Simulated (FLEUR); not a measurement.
# PbSe (Clausthalite) (Fm-3m) in FLEUR: further runs, part 2 of 2

FLEUR MaX-R8.1 (later development tree).

## 5. Equation of state, LDA, 28.67 Å³/atom

Changes to inp.xml since step 4:

```diff
@@ -24,3 +24,3 @@
       <xi:include xmlns:xi="http://www.w3.org/2001/XInclude" href="sym.xml"> </xi:include>
-      <bulkLattice scale="0.9864848297">
+      <bulkLattice scale="1.0000000000">
          <bravaisMatrix>
```

Command:

```console
> inpgen -f crystal.txt -profile fastHighL
> # inp.xml edited to the form shown
> fleur_MPI
```

It took 41 s on 1 thread of Intel Xeon Platinum 8488C (Sapphire Rapids), shared host; peak memory 0.08 GiB.

It converged, with:

```yaml
Free_energy: -635227.7219 eV
Band_gap_on_the_k_mesh: 0.19 eV, direct
Valence_electrons_inside_the_program's_atomic_spheres: Pb 17.93; Se 14.43 (radii Pb 2.66, Se 2.39 bohr)
```

Caveat: spin-orbit coupling is left out, which as a rule narrows the gap of such compounds by several tenths of an eV.

## 6. Equation of state, LDA, 29.82 Å³/atom (volume scaled by 1.04)

Changes to inp.xml since step 5:

```diff
@@ -24,3 +24,3 @@
       <xi:include xmlns:xi="http://www.w3.org/2001/XInclude" href="sym.xml"> </xi:include>
-      <bulkLattice scale="1.0000000000">
+      <bulkLattice scale="1.0131594038">
          <bravaisMatrix>
```

Potentials or basis: all-electron, FLAPW.

Command:

```console
> inpgen -f crystal.txt -profile fastHighL
> # inp.xml edited to the form shown
> fleur_MPI
```

Wall time 41 s (1 thread of Intel Xeon Platinum 8488C (Sapphire Rapids), shared host); peak memory 0.08 GiB.

The run converged. Its results:

```
Free energy                                           : -635227.6784 eV
Band gap on the k mesh                                : 0.31 eV, direct
Valence electrons inside the program's atomic spheres : Pb 17.90; Se 14.40 (radii Pb 2.66, Se 2.39 bohr)
```

Caveat: spin-orbit coupling is left out, which as a rule narrows the gap of such compounds by several tenths of an eV.

## 7. Equation of state, LDA, 30.39 Å³/atom (volume scaled by 1.06)

Changes to inp.xml since step 6:

```diff
@@ -24,3 +24,3 @@
       <xi:include xmlns:xi="http://www.w3.org/2001/XInclude" href="sym.xml"> </xi:include>
-      <bulkLattice scale="1.0131594038">
+      <bulkLattice scale="1.0196128224">
          <bravaisMatrix>
```

Command:

```console
> inpgen -f crystal.txt -profile fastHighL
> # inp.xml edited to the form shown
> fleur_MPI
```

Wall time 43 s (1 thread of Intel Xeon Platinum 8488C (Sapphire Rapids), shared host); peak memory 0.08 GiB.

The run converged. Its results:

* Free energy: -635227.6480 eV
* Band gap on the k mesh: 0.36 eV, direct
* Valence electrons inside the program's atomic spheres: Pb 17.89; Se 14.40 (radii Pb 2.66, Se 2.39 bohr)

Caveat: spin-orbit coupling is left out, which as a rule narrows the gap of such compounds by several tenths of an eV.

## 8. Equation of state, LDA

Potentials or basis: all-electron, FLAPW.

This step only gathers the single runs of the series.

Results:

| Item | Value |
| --- | --- |
| Equilibrium volume | 27.53 Å³/atom |
| Bulk modulus | 57 GPa |
| Pressure derivative of the bulk modulus | 4.2 (rough: it moves with the points fitted) |

Energy against volume, from the lowest point:
```tsv
volume (Å³/atom)	energy (meV/atom)
26.951	2.21
27.524	0.00
28.671	7.92
29.818	29.68
30.391	44.87
```

The run has no spin-orbit coupling, so splittings on Pb are missing.

## 9. Comparison with measurements

Step 2. A measured gap of PbSe is 0.15 eV (direct; 4.2 K; a printed reference work, monograph); the calculated 0.19 eV misses it by +0.04 eV. 2 values of this kind are on record (0.15 to 0.28 eV); this one was drawn at random. Spin-orbit coupling on Pb, Se is left out. The value is that of LDA, without temperature or zero-point motion.

Step 8. The cell as given is a measured one (28.67 Å³/atom); LDA puts the equilibrium volume -4.0 % from it, thermal expansion not counted.
